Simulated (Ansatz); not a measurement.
# CdS: the cost of one run

Computed with Ansatz 0.2.0 (DFT PBE, scalar-relativistic, plane waves, PAW, unless a step's input says otherwise).

### 1 The system as given

It takes space group Fm-3m (No. 225, cubic). The conventional cell has a = 5.506 Å, b = 5.506 Å, c = 5.506 Å, α = 90.00°, β = 90.00°, γ = 90.00°. Around Cd (site symmetry m-3m) lie 6 S at 2.75 Å. S (site symmetry m-3m) has 6 Cd at 2.75 Å as nearest neighbours.

Coordinates:

```cif
data_structure
_symmetry_space_group_name_H-M 'P 1'
_symmetry_Int_Tables_number 1
_cell_length_a 3.8937
_cell_length_b 3.8937
_cell_length_c 3.8937
_cell_angle_alpha 60.000
_cell_angle_beta 60.000
_cell_angle_gamma 60.000
_cell_volume 41.74
loop_
_atom_site_label
_atom_site_type_symbol
_atom_site_fract_x
_atom_site_fract_y
_atom_site_fract_z
_atom_site_occupancy
Cd1 Cd 0.00000 0.00000 0.00000 1
S1 S 0.50000 0.50000 0.50000 1
```

The structure comes from the Materials Project (structure only).

(A quick probe on a coarse mesh, which set the mesh and smearing, is not shown.)

### 3 The relaxation

File input.yaml:

```yaml
crystal:
  lattice:
    - [0.0, 2.753244, 2.753244]
    - [2.753244, 0.0, 2.753244]
    - [2.753244, 2.753244, 0.0]
  atoms:
    - { symbol: Cd, position: [0.0, 0.0, 0.0] }
    - { symbol: S, position: [0.5, 0.5, 0.5] }
basis:
  ecutwfc: 420
kpoints:
  mp_grid: { grid: [12, 12, 12] }
hamiltonian:
  xc: pbe
scf:
  occupations: { method: gaussian, width: 0.01 }
output:
  forces: true
  stress: true
  eigenvalues: true
relax:
  adjacent_minimum: "off"
  f_tol: 0.005
  max_steps: 80
  cell: { stress_tol: 0.05 }
```

**Question.** How long does this run take on 1 thread of an x86-64 CPU, shared host, and how much memory does it need?

About 12 s, with a peak of 0.42 GiB.
